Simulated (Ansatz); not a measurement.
# InSe (R3m) in Ansatz: band structure with r2SCANh

Aim: the band structure of InSe with r2SCANh.

Everything below comes from runs of Ansatz 0.2.0. Logs are shortened: lines on timing, memory, paths and dates and some standing lists are left out, and cuts for length are marked.

**Experimental background.**

From “The Interaction of Hydrogen with the van der Waals Crystal γ-InSe”, 2020, pmc:7321205, for a bulk crystal of InSe at 300 K: band gap 1.25 eV.

How close the calculation comes is told below.

**1. Starting point**

The structure is trigonal, space group R3m (No. 160). The conventional cell has a = 4.000 Å, b = 4.000 Å, c = 25.320 Å, α = 90.00°, β = 90.00°, γ = 120.00°. In (site symmetry 3m) has 3 Se at 2.63 Å and 1 In at 2.82 Å as nearest neighbours. In (site symmetry 3m) is surrounded by 3 Se at 2.64 Å and 1 In at 2.82 Å. Se (site symmetry 3m) has 3 In at 2.63 Å as nearest neighbours. Se (site symmetry 3m) is surrounded by 3 In at 2.64 Å.

**2. Band structure, r2SCANh**

Input file input.yaml:

```yaml
crystal:
  lattice:
    - [2.0, 1.1547005384, 8.44]
    - [-2.0, 1.1547005384, 8.44]
    - [0.0, -2.3094010768, 8.44]
  atoms:
    - { symbol: In, position: [0.8886, 0.8886, 0.8886] }
    - { symbol: In, position: [0.0, 0.0, 0.0] }
    - { symbol: Se, position: [0.1719, 0.1719, 0.1719] }
    - { symbol: Se, position: [0.3835, 0.3835, 0.3835] }
hamiltonian:
  xc: r2scanh
  pseudopotentials: { kind: paw }
kpoints:
  mp_grid: { grid: [5, 5, 5] }
  band_path:
    path:
      - [[0.0, 0.0, 0.0], [0.5, 0.0, 0.0], [0.5, 0.1791451724, -0.1791451724]]
      - [[0.8208548276, 0.5, 0.1791451724], [0.5, 0.5, 0.5], [0.0, 0.0, 0.0], [0.3395725862, 0.0, -0.3395725862]]
      - [[0.6604274138, 0.3395725862, 0.0], [0.5, 0.5, 0.0], [0.6604274138, 0.6604274138, 0.1791451724], [0.5, 0.5, 0.5]]
      - [[0.5, 0.0, 0.0], [0.8208548276, 0.3395725862, 0.3395725862]]
    npoints: 4
scf:
  occupations: { method: fermi_dirac, width: 0.05 }
  n_extra_bands: 10
output:
  forces: true
  stress: true
  eigenvalues: true
  fatbands: false
```

Potentials or basis: Ansatz PAW.

Command:

```
$ ansatz run input.yaml --threads 2 --pin off --max-ram 5632MiB --backend cpu --events-out ev --progress --plain --runs-dir out
```

What it wrote:

```text
Warning: output.stress: scf.convergence.dr2_threshold = 1e-7 eV (the SCF's general default) is looser than the 4e-10 eV advised for a printed stress (1e-10 eV for each atom of the cell: 4). What an SCF threshold leaves in a stress goes as its square root, and in the free energy as the threshold itself, and one threshold admits the most on a small cell: of the crystals measured, under no hybrid functional and no lock of the moments, on runs that ended without the residual-converged pass, on stresses that held no estimate of that error, the worst erred by over 100 MPa in a component at 1e-7 eV an atom and by under 5 at 1e-10. Set scf.convergence.dr2_threshold to 4e-10 eV or tighter. The threshold is an SCF's pass mark: one that does not reach it within its budget of iterations ends unconverged, or closes short of it on a stop that the run arms, and scf.convergence.dr2_threshold's page says what that costs each kind of run
Warning: output.stress: scf.exx.energy_threshold = 1e-6 eV is looser than the 4e-8 eV advised for a stress under a hybrid functional (1e-8 eV for each atom of the cell: 4). Every SCF of the exchange loop can meet its threshold on dr2 while the loop round them stops early: no threshold on dr2 bounds what that leaves in the stress. Set scf.exx.energy_threshold to 4e-8 eV or tighter. The threshold is the loop's pass mark: a loop that does not reach it within its budget of cycles ends unconverged, and scf.exx.energy_threshold's page has the law
Warning: RAYON_NUM_THREADS=2 ignored (pool sized by the plan → 2); use --threads N
basis.fft_grid_basis auto: the FFT boxes are laid along the combinations [[1, 0, -1], [0, 1, -1], [0, 0, 1]] of the cell's own vectors, 4.000, 4.000 and 8.750 Å long. The dense box has 30×30×64 points. Along the cell's own vectors, as sized, it would have 64×64×64, 4.55 times as many. Of the 6 symmetry operations that the crystal satisfies within crystal.symmetry.tolerance (time reversal apart; of a slab, those that keep its plane) the dense box along the cell's own vectors carries 6, and the one as laid loses 4 of those. basis.fft_grid_basis: typed keeps the cell's own vectors: state it where this run's energies or levels are differenced outside the engine with another run's, or held beside a run that keeps those vectors.
scf.n_extra_bands = 10 over 29 filled bands (N_el = 58.0): the run solves 39 bands
Engine: ansatz 0.2.0, aarch64-unknown-linux-gnu
Pseudopotentials: kind: paw
Pseudopotential: In, paw, valence charge 13, recommended cutoff 500 eV (meta_gga), In.paw.azcp
Pseudopotential: Se, paw, valence charge 16, recommended cutoff 500 eV (meta_gga), Se.paw.azcp
Functional definition: r2SCANh
  parameter a = 0.1
  parameter k0 = 0.174
  parameter k1 = 0.065
  parameter a1 = 4.9479
  exchange = (1 - a)*r2scan_x(k0 = k0, k1 = k1, a1 = a1) + a*exact_x
  correlation = r2scan_c
Crystal: 4 atoms, lattice volume = 116.948 Å³
Basis set: ecut = 500 eV, 2965 PW (Γ), FFT grids on a1−a3, a2−a3, a3, exchange–correlation on 120×120×256 points (64 copies of the dense FFT grid, shifted against one another)
Bands: 39, of which v1, the nominal top of the filled ones, is band 29 counted from 1 (28 counted from 0)
Symmetry: 6 space group operations
Space group: R3m (ITA 160), of the structure as read, at distance tolerance 4.9e-5 Å
k-points: 19 of 125 (time reversal used)
Non-local potential: In, projectors of the file, l = 0: 2, l = 1: 2, l = 2: 2, l = 3: 2
Non-local potential: Se, projectors of the file, l = 0: 2, l = 1: 2, l = 2: 3, l = 3: 1
PAW form: soft (Blöchl's): semilocal exchange-correlation on the pseudo side does not see the compensation charge
PAW frozen core: In, regenerated for the run's functional, and the local potential with it (the file was generated under x = pbe(κ = 0.804, μ = 0.2195149727645171), c = pbe(β = 0.06672455060314922))
PAW frozen core: Se, regenerated for the run's functional, and the local potential with it (the file was generated under x = pbe(κ = 0.804, μ = 0.2195149727645171), c = pbe(β = 0.06672455060314922))
PAW one-centre angular grid: In, 590 points (default); XC on 289 of its mesh's 2783 points in the sphere
PAW one-centre angular grid: Se, 590 points (default); XC on 160 Gauss nodes
Initial density: superposition of atomic densities (neutral atoms: chi_scale 0, normalization atom), corrected by the library's trained network
Initial wavefunctions: pseudopotential atomic-orbital guess
Functional: x = r2scan, c = r2scan; τ floored in thin density (d = 2e-4 eV/Å³), warm-up for x = 0.9 r2scan + 0.1 exact, c = r2scan; τ floored in thin density (d = 2e-4 eV/Å³)
SCF iter   1: F=—  HF=-22182.561412 eV  |F-HF|=—  |Δ(HF+E_count)|=         —  Δρ=5.97e-3  dr2=3.18e-2  dr2_τ=1.57e-2  ethr=1.77e-3  ⟨swp⟩=13.3  Hψ=3453  notcnv=1
preconditioner: auto → none  [insulator: Δε(μ)=1.261 eV  Ē_g=16.415 eV  σ=0.050 eV  W_gap=1.00  n_scr=30 (ndim 8)  ℏωp=21.2 eV  f_vac=0.086  D(μ)=0.00/eV (n_scr^D=0)]
SCF iter   2: F=—  HF=-22182.576974 eV  |F-HF|=—  |Δ(HF+E_count)|=   1.56e-2  Δρ=2.02e-3  dr2=9.52e-3  dr2_τ=3.06e-4  ethr=5.48e-5  ⟨swp⟩=5.4  Hψ=2142  notcnv=0  defer=16
SCF iter   3: F=—  HF=-22182.578219 eV  |F-HF|=—  |Δ(HF+E_count)|=   1.24e-3  Δρ=1.40e-3  dr2=1.06e-2  dr2_τ=1.04e-4  ethr=1.64e-5  ⟨swp⟩=4.6  Hψ=1950  notcnv=0  defer=2
iter 4 solved again at ethr=3.70e-7 eV; its pass at ethr=1.64e-5 eV (dr2=2.14e-4 eV) is discarded
SCF iter   4: F=—  HF=-22182.576495 eV  |F-HF|=—  |Δ(HF+E_count)|=   1.72e-3  Δρ=5.32e-4  dr2=2.28e-4  dr2_τ=5.64e-6  ethr=3.70e-7  ⟨swp⟩=4.0  Hψ=3431  notcnv=0
SCF iter   5: F=-22182.576545 eV  HF=-22182.576552 eV  |F-HF|=6.67e-6  |Δ(HF+E_count)|=   5.66e-5  Δρ=8.84e-5  dr2=1.07e-5  dr2_τ=3.92e-6  ethr=3.70e-7  ⟨swp⟩=3.0  Hψ=1531  notcnv=0
SCF 1 stopped early in 5 iterations: F = -22182.576545 eV  dr2 = 1.07e-5
Initial density: handed on by an earlier stage of this run
Initial wavefunctions: those handed on with the density
Functional: x = 0.9 r2scan + 0.1 exact, c = r2scan; τ floored in thin density (d = 2e-4 eV/Å³)
Frozen-core exchange: fock
SCF iter   1: F=—  HF=-22181.881903 eV  |F-HF|=—  |Δ(HF+E_count)|=         —  Δρ=1.21e-3  dr2=1.74e-3  dr2_τ=4.89e-5  ethr=1.84e-7  ⟨swp⟩=11.3  Hψ=3873  notcnv=0
preconditioner: auto → none  [insulator: Δε(μ)=1.683 eV  Ē_g=17.359 eV  σ=0.050 eV  W_gap=1.00  n_scr=30 (ndim 8)  ℏωp=21.2 eV  f_vac=0.086  D(μ)=0.00/eV (n_scr^D=0)]
SCF iter   2: F=—  HF=-22181.881437 eV  |F-HF|=—  |Δ(HF+E_count)|=   4.66e-4  Δρ=4.31e-4  dr2=1.54e-4  dr2_τ=4.40e-6  ethr=1.84e-7  ⟨swp⟩=4.0  Hψ=2199  notcnv=0
SCF iter   3: F=—  HF=-22181.882774 eV  |F-HF|=—  |Δ(HF+E_count)|=   1.34e-3  Δρ=1.81e-4  dr2=1.99e-5  dr2_τ=5.80e-7  ethr=1.73e-7  ⟨swp⟩=4.0  Hψ=1773  notcnv=0
SCF iter   4: F=—  HF=-22181.882782 eV  |F-HF|=—  |Δ(HF+E_count)|=   7.24e-6  Δρ=4.98e-5  dr2=1.83e-6  dr2_τ=5.57e-8  ethr=3.38e-8  ⟨swp⟩=3.7  Hψ=1705  notcnv=0  defer=8
SCF iter   5: F=—  HF=-22181.882783 eV  |F-HF|=—  |Δ(HF+E_count)|=   1.35e-6  Δρ=1.76e-5  dr2=1.07e-6  dr2_τ=5.42e-8  ethr=2.54e-9  ⟨swp⟩=4.9  Hψ=2184  notcnv=0  defer=10
SCF iter   6: F=—  HF=-22181.882783 eV  |F-HF|=—  |Δ(HF+E_count)|=   2.32e-7  Δρ=5.85e-6  dr2=6.23e-7  dr2_τ=4.36e-9  ethr=1.22e-9  ⟨swp⟩=3.6  Hψ=1506  notcnv=0  defer=8
SCF iter   7: F=—  HF=-22181.882789 eV  |F-HF|=—  |Δ(HF+E_count)|=   6.18e-6  Δρ=1.39e-5  dr2=3.17e-7  dr2_τ=3.03e-9  ethr=5.55e-11  ⟨swp⟩=5.5  Hψ=2772  notcnv=0  defer=3
SCF iter   8: F=-22181.882789 eV  HF=-22181.882789 eV  |F-HF|=1.29e-9  |Δ(HF+E_count)|=   5.87e-8  Δρ=2.02e-6  dr2=9.96e-9  dr2_τ=3.97e-10  ethr=5.55e-11  ⟨swp⟩=4.0  Hψ=1776  notcnv=0
SCF 2 converged in 8 iterations: F = -22181.882789 eV  dr2 = 9.96e-9
  Residual-converged pass: ⟨swp⟩=2.8  Hψ=1339  notcnv=0  max |occ|·‖R‖ = 6.5e-6 eV (tolerance 6.7e-6 eV)  dr2=1.00e-8  dr2_τ=4.23e-10  dr2_onsite=1.17e-9  max |Δocc| = 1.1e-16
hybrid outer 1: dexx = +7.957e-4 eV, tail = 1.14e-6 eV
Frozen-core exchange: fock
SCF iter   1: F=—  HF=-22181.882797 eV  |F-HF|=—  |Δ(HF+E_count)|=         —  Δρ=5.51e-6  dr2=2.40e-8  dr2_τ=1.13e-9  ethr=9.83e-9  ⟨swp⟩=8.3  Hψ=1669  notcnv=0
preconditioner: auto → none  [insulator: Δε(μ)=1.697 eV  Ē_g=17.360 eV  σ=0.050 eV  W_gap=1.00  n_scr=30 (ndim 8)  ℏωp=21.2 eV  f_vac=0.085  D(μ)=0.00/eV (n_scr^D=0)]
SCF iter   2: F=—  HF=-22181.882797 eV  |F-HF|=—  |Δ(HF+E_count)|=   3.22e-8  Δρ=2.08e-6  dr2=3.42e-9  dr2_τ=2.65e-10  ethr=3.01e-11  ⟨swp⟩=4.0  Hψ=2473  notcnv=0
SCF iter   3: F=-22181.882797 eV  HF=-22181.882797 eV  |F-HF|=6.22e-10  |Δ(HF+E_count)|=   5.37e-9  Δρ=9.08e-7  dr2=7.63e-10  dr2_τ=6.25e-11  ethr=4.98e-12  ⟨swp⟩=3.8  Hψ=1888  notcnv=0  defer=10
SCF 3 converged in 3 iterations: F = -22181.882797 eV  dr2 = 7.63e-10
  Residual-converged pass: ⟨swp⟩=3.0  Hψ=1677  notcnv=0  max |occ|·‖R‖ = 5.9e-7 eV (tolerance 6.3e-7 eV)  dr2=7.80e-10  dr2_τ=7.42e-11  dr2_onsite=2.59e-10  max |Δocc| = 1.3e-17
hybrid outer 2: dexx = +5.743e-9 eV, tail = 2.30e-9 eV, Δε = 2.22e-4 eV (about 1.60e-5 eV left of the loop's levels), ΔF = 1.33e-3 eV/Å (tail 2.26e-4)
NSCF: frozen V_eff on 40 k-points
hybrid SCF converged: 2 outer / 11 inner (+5 warm-up), last move |dexx| = 5.74e-9 eV, tail = 2.30e-9 eV
Stability not checked: this state was not tested for a lower state beside it, because the functional holds exact exchange (a hybrid, or Hartree-Fock), whose exchange loop this test does not read (fock_operator; see scf.lower_state_search)
Free energy (F): -22181.882797 eV
Frozen-core exchange: fock
Harris-Foulkes:  -22181.882797 eV  (|F-HF|=6.22e-10)
Internal energy: -22181.882797 eV  (E = F + TS)
E sigma→0 (E₀):  -22181.882797 eV
Fermi energy:    7.447062 eV
--- Per-component energies (eV) ---
  E_band       = -1017.039512
  E_kinetic    = 723.131243
  E_local      = -7923.826826  (includes V_loc(G=0)·N_el)
  E_nonlocal   = -455.517259
  E_hartree    = 3657.116911
  E_xc         = -543.675956
  E_vxc        = -383.895207  (∫ρ·V_xc dr)
  E_exx        = -90.097713  (= α·E_x^exact, valence–valence)
  E_paw        = -12182.979918  (= ΣΔE_a)
  E_vpaw       = -132.773453  (= ΣTr[D̂ρ^β])
  E_aug_tail   = -0.000404  (compensation charges beyond the density's cutoff)
  E_vtau       = 21.803062  (kinetic-family band-sum trace: ∫τ·v_τ [+ j·A + Jᵃ·Aᵃ] dr)
  E_ewald      = -5364.203816
  E_core_change = -1.829058  (= ΣΔE_core)
  E_smearing   = -0.000000  (= −TS)
  E_closure    = 0.000000  (closes the sum)
  Σ components = -22181.882797   (vs F -22181.882797, Δ=0.00e0)
--- Forces (eV/Å), atoms counted from 1 ---
  atom   1  In     0.00000000    -0.00000000     0.18512763
  atom   2  In     0.00000000    -0.00000000    -0.16744046
  atom   3  Se     0.00000000     0.00000000     0.06142862
  atom   4  Se     0.00000000     0.00000000    -0.07909702
  max |Σ_I F_I| component: 1.88e-5 eV/Å
--- Stress (GPa, compression-positive) ---
        1.097324       0.000000       0.000000
        0.000000       1.097324      -0.000000
        0.000000      -0.000000      -0.112336
  P = ⅓ Tr σ = 0.6941 GPa (6.941 kbar)
--- Band table (eV; the first three rows and the last of 19) ---
  k-point 0: bands = ["-42.9180", "-42.9180", "-42.9083", "-42.9083", "-42.8913", "-42.8913", "-42.8833", "-42.8833", "-42.8800", "-42.8725", "-9.2263", "-9.0570", "-9.0570", "-8.9803", "-8.9803", "-8.9498", "-8.9498", "-8.7689", "-8.7689", "-8.7564", "-7.7464", "-7.3200", "0.0784", "3.2663", "5.2323", "5.3665", "5.3665", "5.4628", "5.4628", "9.3496", "9.8679", "12.0997", "12.0997", "12.9729", "13.3174", "13.3174", "15.4179", "16.5217", "17.0100"]
  k-point 1: bands = ["-42.9179", "-42.9179", "-42.9083", "-42.9082", "-42.8913", "-42.8913", "-42.8833", "-42.8833", "-42.8800", "-42.8724", "-9.2551", "-9.1482", "-9.1126", "-9.0486", "-8.9598", "-8.9526", "-8.9323", "-8.8149", "-8.7723", "-8.6713", "-7.3188", "-6.9551", "0.3628", "2.5027", "3.5579", "4.6930", "4.9131", "5.0570", "5.7150", "9.8322", "10.1481", "11.7368", "12.0838", "12.3993", "13.9224", "14.1097", "14.4583", "15.9881", "16.7373"]
  k-point 2: bands = ["-42.9179", "-42.9177", "-42.9083", "-42.9081", "-42.8914", "-42.8913", "-42.8833", "-42.8833", "-42.8799", "-42.8724", "-9.3732", "-9.2636", "-9.1586", "-9.0453", "-8.9758", "-8.9083", "-8.8930", "-8.8359", "-8.7765", "-8.6123", "-6.5503", "-6.3241", "0.1676", "1.0873", "2.8040", "4.3485", "4.4431", "4.4669", "5.2305", "8.8544", "9.6252", "11.3353", "11.7985", "12.4965", "14.3333", "14.3479", "15.0329", "15.5889", "17.0722"]
  k-point 18: bands = ["-42.9179", "-42.9179", "-42.9083", "-42.9082", "-42.8913", "-42.8913", "-42.8833", "-42.8833", "-42.8800", "-42.8724", "-9.2504", "-9.1425", "-9.1235", "-9.0489", "-8.9598", "-8.9525", "-8.9324", "-8.8175", "-8.7721", "-8.6710", "-7.2035", "-7.0806", "0.5607", "2.3521", "3.6799", "3.9649", "4.8273", "5.1534", "6.4024", "9.5575", "10.3814", "11.6692", "12.1521", "12.2754", "14.2424", "14.2687", "14.8232", "15.6648", "16.2471"]
```

Run time: 31 min. Hardware: 2 threads of Arm Neoverse V1, shared host; peak memory 4.3 GiB.

What came out:

| Property | Result |
| --- | --- |
| Free energy | -22181.8828 eV |
| Pressure | 0.7 GPa |
| Largest force | 0.185 eV/Å |
| Band gap along the path | 1.30 eV, direct |

Forces in eV/Å, atoms in the order of the input:
```
In   0.000  0.000  0.185
In   0.000  0.000 -0.167
Se   0.000  0.000  0.061
Se   0.000  0.000 -0.079
```

Levels at the corners of the path, in eV from the valence-band top:
| point | band 26 | band 27 | band 28 | band 29 | band 30 | band 31 | band 32 | band 33 |
| --- | --- | --- | --- | --- | --- | --- | --- | --- |
| Γ | -1.44 | -1.44 | -1.34 | -1.34 | 2.54 | 3.06 | 5.29 | 5.29 |
| L | -2.55 | -2.54 | -2.43 | -1.79 | 1.93 | 2.79 | 4.50 | 4.87 |
| B1 | -3.94 | -2.74 | -2.43 | -1.88 | 2.39 | 3.30 | 4.20 | 5.31 |
| B | -3.94 | -2.74 | -2.43 | -1.88 | 2.39 | 3.30 | 4.20 | 5.31 |
| Z | -1.51 | -1.26 | -1.26 | 0.00 | 1.30 | 3.12 | 5.21 | 5.21 |
| Γ | -1.44 | -1.44 | -1.34 | -1.34 | 2.54 | 3.06 | 5.29 | 5.29 |
| X | -3.96 | -2.78 | -2.41 | -1.85 | 2.43 | 3.22 | 4.23 | 5.28 |
| Q | -3.96 | -2.78 | -2.41 | -1.85 | 2.43 | 3.22 | 4.23 | 5.28 |
| F | -2.86 | -2.71 | -2.24 | -1.61 | 1.97 | 2.73 | 4.15 | 4.47 |
| P1 | -2.78 | -2.68 | -2.27 | -1.74 | 2.19 | 2.56 | 4.22 | 4.65 |
| Z | -1.51 | -1.26 | -1.26 | 0.00 | 1.30 | 3.12 | 5.21 | 5.21 |
| L | -2.55 | -2.54 | -2.43 | -1.79 | 1.93 | 2.79 | 4.50 | 4.87 |
| P | -2.78 | -2.68 | -2.27 | -1.74 | 2.19 | 2.56 | 4.22 | 4.65 |

Caveat: spin-orbit coupling is left out, which moves the levels of the heavy elements; the PAW data sets come from PBE, with cores solved anew for the run's functional, which leaves a small shift of forces and pressure; the thresholds are loose for stress.

**3. Against experiment**

Step 2. Measured gap of InSe: 1.25 eV (300 K; “The Interaction of Hydrogen with the van der Waals Crystal γ-InSe”, 2020, pmc:7321205). This calculation gives 1.30 eV (+0.05 eV). Spin-orbit coupling on In, Se is left out. The value is that of r2SCANh, without temperature or zero-point motion.
